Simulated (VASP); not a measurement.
Runs of VASP 6.6.1 on Al. It takes space group Im-3m (No. 229, cubic). Conventional cell: a = 3.338 Å, b = 3.338 Å, c = 3.338 Å, α = 90.00°, β = 90.00°, γ = 90.00°. Al (site symmetry m-3m) has 8 Al at 2.89 Å as nearest neighbours. This isn't the form of Al at room conditions, which is fcc.

```csv
cell,k mesh,gap on the mesh (eV),pressure (GPa)
"Im-3m, 18.59 Å³/atom",15 × 15 × 15,none,-6.5
"Im-3m, 15.27 Å³/atom",15 × 15 × 15,none,7.2
"Im-3m, 17.27 Å³/atom",15 × 15 × 15,none,(a)
"Im-3m, 16.6 Å³/atom",22 × 22 × 22,none,-0.1
```

Alike in all rows: task single point; level PBEsol; potentials or basis VASP PAW PBE potentials, release 64 (Al); no spin polarisation; cutoff (eV) 520; smearing fermi-dirac 0.1 eV.

**Question.** Estimate the missing entries.

**Answer.** (a) -2.7.

Caveats: the PAW data sets were made with another functional, which shifts forces and pressure a little.

A gap of «none» marks a metal or a gap under the smearing width.
